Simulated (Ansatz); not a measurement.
# CoSi3Ru2: one candidate of a structure search

Aim: relax a trial structure of CoSi3Ru2 and see where it ends.

Program: Ansatz 0.2.0. Level of theory: DFT PBE, scalar-relativistic, plane waves, PAW. These are calculated values, not measurements.

## Step 1: The structure to begin with

It takes space group P4/mmm (No. 123, tetragonal). The conventional cell has a = 3.022 Å, b = 3.022 Å, c = 9.066 Å, α = 90.00°, β = 90.00°, γ = 90.00°. Co (site symmetry 4/mmm) is surrounded by 8 Si at 2.62 Å. Si (site symmetry 4mm) has 4 Ru at 2.62 Å and 4 Co at 2.62 Å as nearest neighbours. Si (site symmetry 4/mmm) is surrounded by 8 Ru at 2.62 Å. Around Ru (site symmetry 4mm) lie 8 Si at 2.62 Å.

Structure file:

```cif
data_structure
_symmetry_space_group_name_H-M 'P4/mmm'
_symmetry_Int_Tables_number 123
_cell_length_a 3.0220
_cell_length_b 3.0220
_cell_length_c 9.0659
_cell_angle_alpha 90.000
_cell_angle_beta 90.000
_cell_angle_gamma 90.000
_cell_volume 82.79
loop_
_atom_site_label
_atom_site_type_symbol
_atom_site_symmetry_multiplicity
_atom_site_Wyckoff_symbol
_atom_site_fract_x
_atom_site_fract_y
_atom_site_fract_z
_atom_site_occupancy
Co1 Co 1 b 0.00000 0.00000 0.50000 1
Si1 Si 2 h 0.50000 0.50000 0.66667 1
Si2 Si 1 c 0.50000 0.50000 0.00000 1
Ru1 Ru 2 g 0.00000 0.00000 0.83333 1
```

The start is an ordering of an alloy on its end members' structure types: elements ordered on the sites of the SiRu type, Ru/Co on Ru (P4/mmm, No. 123).

## Step 2: Probe: one point on a coarse mesh

The input, input.yaml:

```yaml
crystal:
  lattice:
    - [3.02196057, 0.0, 0.0]
    - [0.0, 3.02196057, 0.0]
    - [0.0, 0.0, 9.06588171]
  atoms:
    - { symbol: Co, position: [0.0, 0.0, 0.5], spin: 3.0 }
    - { symbol: Si, position: [0.5, 0.5, 0.66666667] }
    - { symbol: Si, position: [0.5, 0.5, 0.33333333] }
    - { symbol: Si, position: [0.5, 0.5, 0.0] }
    - { symbol: Ru, position: [0.0, 0.0, 0.83333333] }
    - { symbol: Ru, position: [0.0, 0.0, 0.16666667] }
basis:
  ecutwfc: 420
kpoints:
  mp_grid: { grid: [6, 6, 2] }
hamiltonian:
  xc: pbe
scf:
  occupations: { method: gaussian, width: 0.1 }
  lower_state_search: "off"
output:
  forces: true
  stress: true
  eigenvalues: true
  populations: true
magnetization:
  spin_polarized: true
```

Command:

```sh
> ansatz run input.yaml --threads 1 --pin off --max-ram 2560MiB --backend cpu --events-out ev --progress --plain --runs-dir out
```

The session goes on with these runs: a loose first relaxation; full relaxation.

**Question.** What will these runs give? Wanted: conventional cell; volume; energy over the elements; gap on the mesh.

As calculated:

```
                              quantity                                                                      value
symmetry at the end (tolerance 0.05 Å)                                               space group P4/mmm (No. 123)
                     conventional cell  a = 2.917 Å, b = 2.917 Å, c = 8.497 Å, α = 90.00°, β = 90.00°, γ = 90.00°
                                volume                                                              12.05 Å³/atom
              energy over the elements                                                              -0.53 eV/atom
                       gap on the mesh                                                               none (metal)
```

The space group P4/mmm (No. 123) is kept, and the volume per atom shrinks by 12.7 % from the first guess. It lies below the elements, which doesn't yet make it stable: competing phases were not computed in this session. No finished test with a distortion of lower symmetry is shown, so the end may be a saddle point. Other magnetic orders were not searched.
